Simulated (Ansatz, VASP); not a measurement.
Al in VASP and in Ansatz

INCAR

```
PREC = Accurate ; ENCUT = 520
EDIFF = 1E-6 ; ISMEAR = 0
SIGMA = 0.15 ; LREAL = F
LASPH = T ; NELM = 60
ALGO = Fast ; ISIF = 2
LWAVE = F ; LCHARG = F
GGA = PE ; IVDW = 12
NBANDS = 8
```

Contents of KPOINTS:

```
Automatic mesh
0
Gamma
  26 26 26
```

Contents of POSCAR:

```
Al
1.0
    0.0000000000      1.9913628294      1.8320538030
    1.9913628294      0.0000000000      1.8320538030
    1.9913628294      1.9913628294      0.0000000000
Al
1
Direct
    0.0000000000      0.0000000000      0.0000000000
```

Input for Ansatz:

```yaml
crystal:
  lattice:
    - [0.0, 1.9913628294, 1.832053803]
    - [1.9913628294, 0.0, 1.832053803]
    - [1.9913628294, 1.9913628294, 0.0]
  atoms:
    - { symbol: Al, position: [0.0, 0.0, 0.0] }
basis:
  ecutwfc: 420
kpoints:
  mp_grid: { grid: [26, 26, 26] }
hamiltonian:
  xc: pbe
  dispersion: d3bj
scf:
  occupations: { method: gaussian, width: 0.15 }
output:
  forces: true
  stress: true
  eigenvalues: true
  write_density: true
  write_potential: true
  elf: true
  volumetric_format: npy
```

Change from the starting cell: strain +0.000 along x and y, -0.080 along z, atoms carried along.

Alike in both runs: task single point; functional PBE; dispersion D3(BJ); k mesh 26 × 26 × 26; occupations gaussian, width 0.15 eV; no spin polarisation.

|  | VASP | Ansatz |
| --- | --- | --- |
| version | VASP 6.6.1 | Ansatz 0.2.0 |
| potentials or method | VASP PAW PBE potentials, release 64 (Al) | scalar-relativistic, plane waves, PAW |
| plane-wave cutoff (eV) | 520 | 420 |
| valence electrons in the cell | 3 | 3 |

```tsv
	VASP	Ansatz	Ansatz less VASP
gap on the k mesh at the Fermi level (eV)	none	none	-
pressure (GPa)	9.2	9.2	+0.03
largest component of the traceless stress (GPa)	4.49	4.49	-0.001
```

A gap of «none» marks a metal or a gap that the smearing closes.

Caveats: pairwise dispersion overbinds metals, which lowers pressure and volume.
